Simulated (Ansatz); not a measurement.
Take SrF2 in the fluorite structure (space group Fm-3m, No. 225) as the base.

SrF2 has the cubic space group Fm-3m (No. 225), the fluorite structure, Pearson symbol cF12. Conventional cell: a = 5.7581 Å, b = 5.7581 Å, c = 5.7581 Å, α = 90.00°, β = 90.00°, γ = 90.00°. Sr on 4a is surrounded by 8 F at 2.493 Å (cubic). F on 8c is coordinated by 4 Sr at 2.493 Å (tetrahedral). (Neighbours: up to the widest gap in distance over summed covalent radii, below 1.35, at either atom; cation-cation and far metal-metal contacts left out.)
(The calculation used a cell of 3 atoms; values per cell refer to that cell.)

Level of theory: PBEsol (Ansatz, a quantum-chemistry and plane-wave program; PAW; 420 eV plane waves; without spin-orbit coupling).

Before the change:

- Lattice parameter a: 5.758 Å

Now apply this change: cell and atoms relaxed at a pressure of 3 GPa.

**Question.** What happens to the lattice parameter a?

**Answer.** The lattice parameter a falls by 0.072 Å to 5.686 Å.

Load acts through the strain it causes; cell and atoms are relaxed under it. Stability against distortions was not tested.
